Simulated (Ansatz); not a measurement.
Wanted: the native input for an Ansatz 0.2.0 run.

```
Task                : relaxation of cell and atoms
Functional          : PBEsol
Potentials or basis : all-electron LAPW, scalar-relativistic
Basis error allowed : 0.002 eV/atom
k mesh              : 12 × 12 × 12
Occupations         : fermi-dirac, width 0.05 eV
Spin                : no spin polarisation
Target pressure     : 20 GPa
```

Crystal: Si2W.

```
CELL_PARAMETERS angstrom
-1.60690 1.60690 3.91495
1.60690 -1.60690 3.91495
1.60690 1.60690 -3.91495
ATOMIC_POSITIONS crystal
W 0.00000 0.00000 0.00000
Si 0.66530 0.66530 0.00000
Si 0.33470 0.33470 0.00000
```

One way to write it, as run:

input.yaml

```yaml
crystal:
  lattice:
    - [-1.6069, 1.6069, 3.91495]
    - [1.6069, -1.6069, 3.91495]
    - [1.6069, 1.6069, -3.91495]
  atoms:
    - { symbol: W, position: [0.0, 0.0, 0.0] }
    - { symbol: Si, position: [0.6653, 0.6653, 0.0] }
    - { symbol: Si, position: [0.3347, 0.3347, 0.0] }
kpoints:
  mp_grid: { grid: [12, 12, 12] }
scf:
  occupations: { method: fermi_dirac, width: 0.05 }
hamiltonian:
  xc: pbesol
  pseudopotentials: { kind: all_electron, lapw: { basis_error: 0.002 } }
output:
  forces: true
  stress: true
relax:
  f_tol: 0.01
  max_steps: 60
  cell: { p_target: 20 }
```

Potentials or basis: all-electron LAPW, scalar-relativistic.

Command:

```sh
$ ansatz run input.yaml --threads 2 --pin off --max-ram 8192MiB --backend cpu --events-out ev --progress --plain --runs-dir out
```

It gave:

```
Relaxed volume                                         : 12.41 Å³/atom
Relaxed cell                                           : a = 4.417 Å, b = 4.417 Å, c = 4.417 Å, α = 138.66°, β = 138.66°, γ = 59.90°
Space group after relaxing (to 0.05 Å)                 : I4/mmm (No. 139)
Energy change on relaxing (the enthalpy is what falls) : +54.8 meV/atom
Ionic steps                                            : 6
Pressure after relaxing                                : 20.0 GPa
```

Wall time 97 s on 2 threads of Arm Neoverse V2 (shared host), peak memory 0.72 GiB.
